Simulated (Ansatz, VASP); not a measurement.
**One calculation of CuAu, two programs**

File INCAR:

```
SYSTEM = CuAu
  PREC = Accurate
  ENCUT = 520
  EDIFF = 1E-6
  ISMEAR = 0
  SIGMA = 0.15
  LREAL = .False.
  LASPH = .True.
  NELM = 60
  ALGO = Fast
  ISIF = 2
  LWAVE = .False.
  LCHARG = .True.
  GGA = PE
  LELF = .True.
  LVHAR = .True.
  NBANDS = 18
```

File KPOINTS:

```
Automatic mesh
0
Gamma
  18 18 14
  0 0 0
```

POSCAR

```
CuAu
1.0
    2.7580000000      0.0000000000      0.0000000000
    0.0000000000      2.7580000000      0.0000000000
    0.0000000000      0.0000000000      3.7250500000
Cu Au
1 1
Direct
    0.5000000000      0.5000000000      0.5000000000
    0.0000000000      0.0000000000      0.0000000000
```

Input for Ansatz:

```yaml
crystal:
  lattice:
    - [2.758, 0.0, 0.0]
    - [0.0, 2.758, 0.0]
    - [0.0, 0.0, 3.72505]
  atoms:
    - { symbol: Cu, position: [0.5, 0.5, 0.5] }
    - { symbol: Au, position: [0.0, 0.0, 0.0] }
basis:
  ecutwfc: 420
kpoints:
  mp_grid: { grid: [18, 18, 14] }
hamiltonian:
  xc: pbe
scf:
  occupations: { method: gaussian, width: 0.15 }
output:
  forces: true
  stress: true
  eigenvalues: true
```

Change from the starting cell: strain -0.015 along x and y, +0.015 along z, atoms carried along.

Alike in both runs: task single point; functional PBE; k mesh 18 × 18 × 14; occupations gaussian, width 0.15 eV; no spin polarisation.

|  | VASP | Ansatz |
| --- | --- | --- |
| version | VASP 6.6.1 | Ansatz 0.2.0 |
| potentials or method | VASP PAW PBE potentials, release 64 (Cu, Au) | scalar-relativistic, plane waves, PAW |
| plane-wave cutoff (eV) | 520 | 420 |
| valence electrons in the cell | 22 | 38 |

|  | VASP | Ansatz | Ansatz less VASP |
| --- | --- | --- | --- |
| gap on the k mesh at the Fermi level (eV) | none | none | - |
| pressure (GPa) | 9.7 | 9.7 | +0.07 |
| largest component of the traceless stress (GPa) | 1.67 | 1.73 | +0.066 |

A gap of «none» marks a metal or a gap that the smearing closes. The two sets of potentials don't hold the same shells in valence.

Spin-orbit coupling is left out, which matters for the levels of Au.
